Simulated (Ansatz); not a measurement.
**TiAl: two-dimensional strain map**

Method: DFT PBEsol, scalar-relativistic, plane waves, PAW (Ansatz). The runs took a 420 eV cutoff, a Γ-centred 20×20×20 mesh and Gaussian smearing (0.15 eV). No spin polarisation. Energies are free energies at this smearing, counted from the undisturbed cell; pressure is positive in compression.

The starting cell (relaxed at this level; it needn't be the usual structure):

```
CELL_PARAMETERS angstrom
3.15647 0.00000 0.00000
0.00000 3.15647 0.00000
0.00000 0.00000 3.15647
ATOMIC_POSITIONS crystal
Ti 0.00000 0.00000 0.00000
Al 0.50000 0.50000 0.50000
```

The cell is strained by p along both x and y and by q along z, fractional coordinates fixed. Points are written (p, q).

Energy above the undisturbed cell in meV/atom (a dash: not computed):

```
 p \ q  -0.030  -0.015  0.000  0.015  0.030
-0.030    51.6    35.0   20.6    8.1   -2.7
-0.015    22.0    12.4    5.0   -0.6   -4.7
 0.000     4.4     1.0    0.0    0.8    3.0
 0.015    -2.5    -0.1    4.6   11.2   19.1
 0.030     0.5     8.2   18.1   29.8   42.9
```

Pressure in GPa:

```csv
p \ q,-0.030,-0.015,0.000,0.015,0.030
-0.030,13.0,10.5,8.2,6.0,4.0
-0.015,8.1,5.9,3.8,1.9,0.1
0.000,3.9,1.9,0.0,-1.7,-3.3
0.015,0.2,-1.6,-3.3,-4.8,-6.2
0.030,-3.1,-4.7,-6.2,-7.5,-8.8
```